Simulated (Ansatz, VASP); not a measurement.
## One calculation of SiC, two programs

```xyz
2
Lattice="0.0000 2.0870 2.2610 2.0870 0.0000 2.2610 2.0870 2.0870 0.0000" Properties=species:S:1:pos:R:3 pbc="T T T"
Si    0.0000    0.0000    0.0000
C     3.1306    3.1306    3.3914
```

Change from the starting cell: strain -0.040 along x and y, +0.040 along z, atoms carried along.

Alike in both runs: task single point; functional r2SCAN; k mesh 12 × 12 × 12; occupations gaussian, width 0.05 eV; no spin polarisation.

|  | VASP | Ansatz |
| --- | --- | --- |
| version | VASP 6.6.1 | Ansatz 0.2.0 |
| potentials or method | VASP PAW PBE potentials, release 64 (Si, C) | scalar-relativistic, plane waves, PAW |
| plane-wave cutoff (eV) | 520 | 500 |
| valence electrons in the cell | 8 | 8 |

```csv
,VASP,Ansatz,Ansatz less VASP
gap on the k mesh at the Fermi level (eV),1.22,1.21,-0.012
least direct gap on the mesh (eV),5.04,5.02,-0.015
pressure (GPa),11.3,11.5,+0.23
largest component of the traceless stress (GPa),17.89,17.82,-0.076
```

Caveats: the PAW data sets were made with another functional, which shifts forces and pressure a little (VASP). A k mesh can miss the band edges.
